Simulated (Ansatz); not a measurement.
**Pt: symmetry broken, then relaxed**

Computed with DFT PBE, scalar-relativistic, plane waves, PAW (Ansatz 0.2.0). The runs took a 420 eV cutoff, a Γ-centred 12×12×14 mesh and Gaussian smearing (0.15 eV). Spin–orbit coupling is left out, which can shift energies with elements as heavy as these. No spin polarisation. Energies are free energies at this smearing, counted from the undisturbed cell; pressure is positive in compression.

Zero of the scan (relaxed at this level):

```
Pt
1.0
     0.00000   -1.98506   -1.98506
    -1.98506    0.00000   -1.98506
     1.98506    1.98506   -3.97011
Pt
2
Direct
  0.50000 0.50000 0.50000
  0.00000 0.00000 0.00000
```

The atoms are displaced (Å, in the unstrained cell):

```tsv
atom	ux	uy	uz
Pt1	0.001	-0.166	0.246
Pt2	-0.001	0.166	-0.246
```

Cell and atoms are then relaxed.

Does the relaxation return to the undisturbed structure?

Yes (up to a choice of domain or origin): same space group and volume, and an energy -0.1 meV/atom from it. The disturbance itself cost 1024.9 meV/atom. The final space group reads Fm-3m (tolerance 0.05 Å) and the volume changes by 0.05 %.

Final structure:

```
Pt
1.0
     0.00037   -1.98240   -1.98331
    -1.98319    0.00052   -1.98345
     1.99223    1.99188   -3.97646
Pt
2
Direct
  0.50000 0.49997 0.50001
  0.00000 0.00003 0.99999
```

The relaxation, step by step (energy from the first step; small jumps at an unchanged geometry come where the plane waves are selected anew for the new cell):

```csv
step,ΔE (meV/atom),largest force component (eV/Å),pressure (GPa)
1,0.0,6.450,42.73
2,-930.5,0.993,-5.62
3,-1023.6,0.010,2.06
4,-1024.8,0.003,-0.40
5,-1025.0,0.001,-0.01
6,-1025.0,0.001,-0.03
```